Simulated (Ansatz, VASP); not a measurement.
**HfH in VASP and in Ansatz**

INCAR

```
PREC     = Accurate       # precision mode
ENCUT    = 520            # plane-wave cutoff, eV
EDIFF    = 1E-6           # SCF threshold, eV
ISMEAR   = 0              # smearing method
SIGMA    = 0.1            # smearing width, eV
LREAL    = F              # projectors in reciprocal space
LASPH    = T              # aspherical terms in the spheres
NELM     = 80             # most SCF steps
ALGO     = Normal         # electronic algorithm
ISIF     = 2              # what is computed and relaxed
LWAVE    = F              # write WAVECAR
LCHARG   = F              # write CHGCAR
GGA      = PE             # functional
NBANDS   = 12             # bands
```

File KPOINTS:

```
Automatic mesh
0
Gamma
  6 6 6
```

Contents of POSCAR:

```
HfH
1.0
    3.0151431508      0.0000000000      0.0000000000
   -1.5075715754      2.6111905646      0.0000000000
    0.0000000000      0.0000000000      2.9408156354
Hf H
1 1
Direct
    0.0000000000      0.0000000000      0.0000000000
    0.6666666667      0.3333333333      0.5000000000
```

Input for Ansatz:

```yaml
crystal:
  lattice:
    - [3.0151431508, 0.0, 0.0]
    - [-1.5075715754, 2.6111905646, 0.0]
    - [0.0, 0.0, 2.9408156354]
  atoms:
    - { symbol: Hf, position: [0.0, 0.0, 0.0] }
    - { symbol: H, position: [0.6666666667, 0.3333333333, 0.5] }
basis:
  ecutwfc: 420
kpoints:
  mp_grid: { grid: [6, 6, 6] }
hamiltonian:
  xc: pbe
scf:
  occupations: { method: gaussian, width: 0.1 }
  lower_state_search: "off"
output:
  forces: true
  stress: true
  eigenvalues: true
```

Alike in both runs: task single point; functional PBE; k mesh 6 × 6 × 6; occupations gaussian, width 0.1 eV; no spin polarisation.

|  | VASP | Ansatz |
| --- | --- | --- |
| version | VASP 6.6.1 | Ansatz 0.2.0 |
| potentials or method | VASP PAW PBE potentials, release 64 (Hf_pv, H) | scalar-relativistic, plane waves, PAW |
| plane-wave cutoff (eV) | 520 | 420 |
| valence electrons in the cell | 11 | 27 |

Ansatz gave:

```
gap on the k mesh at the Fermi level (eV)       : none
pressure (GPa)                                  : 6.8
largest component of the traceless stress (GPa) : 7.74
```

Task: Estimate VASP's values.

Result: gap on the k mesh at the Fermi level (eV): none; pressure (GPa): 6.2; largest component of the traceless stress (GPa): 7.74.

A gap of «none» marks a metal or a gap that the smearing closes. The two sets of potentials don't hold the same shells in valence.

Caveats: the k mesh is coarse (spacing up to 0.40 Å⁻¹), so the values aren't converged. Spin-orbit coupling is left out, which matters for the levels of Hf.
